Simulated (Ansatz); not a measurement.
Crystal: TePt.

```
Pt Te
1.0
     3.55919    0.00000    0.00000
     0.00000    3.55919    0.00000
     0.00000    0.00000    3.55919
Pt Te
1 1
Direct
  0.00000 0.00000 0.00000
  0.50000 0.50000 0.50000
```

Measurements of this composition are mostly on another form, of space group No. 166.

- Program: Ansatz 0.2.0
- Task: relaxation of cell and atoms
- Functional: PBE0
- Potentials or basis: Ansatz PAW
- Cutoff: 420 eV (not typed: the program's choice for these potentials)
- k mesh: 4 × 4 × 4
- Occupations: fermi-dirac, width 0.05 eV
- Spin: no spin polarisation

At the start: volume 22.54 Å³/atom.

Q: Where does the relaxation end?

A: It ends after 5 steps and the volume is 19.85 Å³/atom (-12.0 %); space group Pm-3m (No. 221, to 0.05 Å).

Step by step:
```csv
step,energy change (eV),largest force (eV/Å),volume (Å³)
1,0.0000,0.0000,45.09
2,-0.2510,0.0000,38.81
3,-0.2593,0.0000,39.97
4,-0.2602,0.0000,39.70
5,-0.2582,0.0000,39.70
```

Final structure:
```cif
data_structure
_symmetry_space_group_name_H-M 'P 1'
_symmetry_Int_Tables_number 1
_cell_length_a 3.4113
_cell_length_b 3.4113
_cell_length_c 3.4113
_cell_angle_alpha 90.000
_cell_angle_beta 90.000
_cell_angle_gamma 90.000
_cell_volume 39.70
loop_
_atom_site_label
_atom_site_type_symbol
_atom_site_fract_x
_atom_site_fract_y
_atom_site_fract_z
_atom_site_occupancy
Pt1 Pt 0.00000 0.00000 0.00000 1
Te1 Te 0.50000 0.50000 0.50000 1
```

Caveat: the k mesh is coarse (spacing up to 0.44 Å⁻¹), so the values aren't converged, least of all with exact exchange; the plane-wave basis is chosen anew once the cell has moved, so the energies of steps on either side of that aren't comparable; the PAW data sets come from PBE, with cores solved anew for the run's functional, which leaves a small shift of forces and pressure.
